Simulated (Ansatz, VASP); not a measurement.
One calculation of AlN, two programs

```
Al N
1.0
     2.23461    2.23461    0.00000
    -2.23461    2.23461    0.00000
     0.00000    0.00000    4.46922
Al N
2 2
Direct
  0.00000 0.00000 0.00000
  0.50000 0.50000 0.50000
  0.50000 0.00000 0.25000
  0.00000 0.50000 0.75000
```

Alike in both runs: task single point; functional PBE; k mesh 8 × 8 × 6; occupations gaussian, width 0.02 eV; no spin polarisation.

|  | VASP | Ansatz |
| --- | --- | --- |
| version | VASP 6.6.1 | Ansatz 0.2.0 |
| potentials or method | VASP PAW PBE potentials, release 64 (Al, N) | scalar-relativistic, plane waves, PAW |
| plane-wave cutoff (eV) | 520 | 420 |
| valence electrons in the cell | 16 | 16 |

```tsv
	VASP	Ansatz	Ansatz less VASP
gap on the k mesh at the Fermi level (eV)	3.28	3.28	+0.005
least direct gap on the mesh (eV)	3.28	3.28	+0.005
pressure (GPa)	-8.1	-7.9	+0.26
```

With one functional, cell and mesh, what is left measures potentials, basis and numerics.

A k mesh can miss the band edges. Expect the measured gap to be larger: semilocal functionals such as PBE lack the derivative discontinuity.
